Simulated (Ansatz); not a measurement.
**Ga: how the settings move a single-point run**

Question: which choices in the input matter for Ga?

Computed with Ansatz 0.2.0 (reference: DFT, PBE, PAW with Ansatz's default frozen-core files, scalar-relativistic, unless a step's input says otherwise).

## (1) The structure to begin with

The structure is orthorhombic, space group Cmcm (No. 63). The conventional cell has a = 2.957 Å, b = 8.289 Å, c = 3.232 Å, α = 90.00°, β = 90.00°, γ = 90.00°. Around Ga (site symmetry m2m) lie 8 Ga at 2.73 to 2.96 Å.

Structure file:

```
Ga
1.0
     1.47844   -4.14473    0.00000
     1.47844    4.14473    0.00000
     0.00000    0.00000    3.23217
Ga
2
Cartesian
  1.4784 -3.0422 0.8080
  1.4784 3.0422 2.4241
```

## (2) Baseline

File input.yaml:

```yaml
crystal:
  lattice:
    - [1.4784385925, -4.1447261232, 0.0]
    - [1.4784385925, 4.1447261232, 0.0]
    - [0.0, 0.0, 3.2321726471]
  atoms:
    - { symbol: Ga, position: [0.867, 0.133, 0.25] }
    - { symbol: Ga, position: [0.133, 0.867, 0.75] }
kpoints:
  mp_grid: { grid: [15, 15, 13] }
scf:
  occupations: { method: fermi_dirac, width: 0.05 }
hamiltonian:
  xc: pbe
  pseudopotentials: { kind: paw }
output:
  forces: true
  stress: true
  eigenvalues: true
  efg: { contact_densities: true }
```

Launch:

```console
ansatz run input.yaml --threads 1 --pin off --max-ram 2048MiB --backend cpu --events-out ev --progress --plain --runs-dir out
```

## (3) Variant: chi_scale 0.0

input.yaml: that of step 2 with these lines changed.

```diff
@@ -12,2 +12,3 @@
   occupations: { method: fermi_dirac, width: 0.05 }
+  initial_density: { chi_scale: 0.0 }
 hamiltonian:
```

Q: Predict the outcome of this session. Wanted: for each run, ending; energy change; pressure; gap; force.

**Answer**, as computed:

| run | ending | energy change | pressure (GPa) | gap (eV) | force (eV/Å) | cycles | time |
| --- | --- | --- | --- | --- | --- | --- | --- |
| reference | converged | 0 | -1.2 | 0.00 | 0.16 | 6 | 16 s |
| 1: chi_scale 0.0 | converged | 0.0 meV/atom | -1.2 | 0.00 | 0.16 | 8 | 23 s |

Residual by cycle in the longest SCF loop of each run; runs are numbered as in the table. The quantity is the density residual dr2, in eV.

| cycle | reference | run 1 |
| --- | --- | --- |
| 1 | 6.8e-4 | 0.153 |
| 2 | 3.4e-4 | 0.0526 |
| 3 | 5.1e-5 | 0.0118 |
| 4 | 4.3e-6 | 2.7e-4 |
| 5 | 7.3e-7 | 7.5e-6 |
| 6 | 4.9e-8 | 1.9e-6 |
| 7 | - | 2.7e-7 |
| 8 | - | 1.8e-8 |

**Reading.** With the changed start the energy agrees within 0.5 meV/atom. Cost: 8 SCF cycles against 6, 23 s against 16 s.
